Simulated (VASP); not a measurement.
Set up this calculation in VASP 6.6.1, as the native input.

```
Task                   : single point
Functional             : PBE
Dispersion             : D3(BJ)
Potentials or basis    : VASP PAW PBE potentials, release 64 (K_sv, Zn, F)
Cutoff                 : 520 eV
k mesh                 : 6 × 6 × 6
Occupations            : gaussian, width 0.02 eV
Spin                   : no spin polarisation
Dipole correction      : no
Further INCAR settings : ALGO = Fast; EDIFF = 1e-07; NBANDS = 29
```

The structure of KZnF3 lies in POSCAR:

```
KZnF3
1.0
    4.0958881053      0.0000000000      0.0000000000
    0.0000000000      4.0958881053      0.0000000000
    0.0000000000      0.0000000000      4.0958881053
K Zn F
1 1 3
Direct
    0.0000000000      0.0000000000      0.0000000000
    0.5000000000      0.5000000000      0.5000000000
    0.5000000000      0.5000000000      0.0000000000
    0.0000000000      0.5000000000      0.5000000000
    0.5000000000      0.0000000000      0.5000000000
```

The cell isn't the ideal one: relaxed again under DFT PBE+D3(BJ), scalar-relativistic, plane waves, PAW.

These files were run (other wordings do the same):

INCAR

```
PREC = Accurate ; ENCUT = 520
EDIFF = 1E-7 ; ISMEAR = 0
SIGMA = 0.02 ; LREAL = False
LASPH = True ; NELM = 100
ALGO = Fast ; ISIF = 2
LWAVE = False ; LCHARG = False
GGA = PE ; IVDW = 12
NBANDS = 29
```

KPOINTS

```
regular mesh
0
Gamma
  6 6 6
```

Potentials or basis: VASP PAW PBE potentials, release 64 (K_sv, Zn, F).

Launch:

```console
$ cat potpaw_PBE.64/K_sv/POTCAR potpaw_PBE.64/Zn/POTCAR potpaw_PBE.64/F/POTCAR > POTCAR
$ mpirun -np 1 vasp_std > vasp.out
```

It gave:

The pressure is 0.3 GPa and the band gap on the k mesh is 3.71 eV, indirect (least direct gap 5.37 eV). The dispersion energy per atom is -0.152 eV.

It took 45 s on 1 thread of Intel(R) Xeon(R) Platinum 8488C (Sapphire Rapids), with other jobs on the host, peak memory 0.19 GiB.
